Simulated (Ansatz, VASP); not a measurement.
SnSe in VASP and in Ansatz

POSCAR

```
SnSe
1.0
    4.1382210447      0.0000000000      0.0000000000
   -2.0691105224      3.5838045512      0.0000000000
    0.0000000000      0.0000000000      7.4840920889
Sn Se
2 2
Direct
    0.0000000000      0.0000000000      0.0000000000
    0.0000000000      0.0000000000      0.5000000000
    0.3333333333      0.6666666667      0.2500000000
    0.6666666667      0.3333333333      0.7500000000
```

INCAR.step1

```
SYSTEM = SnSe
PREC = Accurate
ENCUT = 520
ISMEAR = -1
SIGMA = 0.02
LREAL = .FALSE.
LASPH = .TRUE.
NELM = 100
NBANDS = 28
GGA = PE
ALGO = Normal
EDIFF = 1E-4
LWAVE = .TRUE.
LCHARG = .FALSE.
```

File INCAR.step2:

```
SYSTEM = SnSe
PREC = Accurate
ENCUT = 520
EDIFF = 1E-7
ISMEAR = -1
SIGMA = 0.02
LREAL = .FALSE.
LASPH = .TRUE.
NELM = 100
ALGO = Normal
ISIF = 2
LWAVE = .FALSE.
LCHARG = .FALSE.
METAGGA = R2SCAN
LMIXTAU = .TRUE.
NBANDS = 28
ISTART = 1
```

KPOINTS

```
regular mesh
0
G
  12 12 4
  0 0 0
```

Input for Ansatz:

```yaml
crystal:
  lattice:
    - [4.1382210447, 0.0, 0.0]
    - [-2.0691105224, 3.5838045512, 0.0]
    - [0.0, 0.0, 7.4840920889]
  atoms:
    - { symbol: Sn, position: [0.0, 0.0, 0.0] }
    - { symbol: Sn, position: [0.0, 0.0, 0.5] }
    - { symbol: Se, position: [0.3333333333, 0.6666666667, 0.25] }
    - { symbol: Se, position: [0.6666666667, 0.3333333333, 0.75] }
kpoints:
  mp_grid: { grid: [12, 12, 4] }
  band_path:
    path:
      - [0.0, 0.0, 0.0]
      - [0.5, 0.0, 0.0]
      - [0.3333333333, 0.3333333333, 0.0]
      - [0.0, 0.0, 0.5]
      - [0.5, 0.0, 0.5]
      - [0.3333333333, 0.3333333333, 0.5]
      - [0.0, 0.0833333333, 0.0]
    npoints: 1
hamiltonian:
  xc: r2scan
scf:
  occupations: { method: fermi_dirac, width: 0.02 }
  n_extra_bands: 5
output:
  forces: true
  stress: true
  eigenvalues: true
```

Alike in both runs: task single point; functional r2SCAN; k mesh 12 × 12 × 4; occupations fermi-dirac, width 0.02 eV; no spin polarisation.

|  | VASP | Ansatz |
| --- | --- | --- |
| version | VASP 6.6.1 | Ansatz 0.2.0 |
| potentials or method | VASP PAW PBE potentials, release 64 (Sn_d, Se) | plane waves, PAW |
| plane-wave cutoff (eV) | 520 | 500 |
| valence electrons in the cell | 40 | 60 |

```csv
,VASP,Ansatz,Ansatz less VASP
pressure (GPa),-0.1,-0.1,0.00
largest component of the traceless stress (GPa),0.11,0.11,-0.005
```

The two sets of potentials don't hold the same shells in valence.

Caveats: the PAW data sets were made with another functional, which shifts forces and pressure a little (VASP).
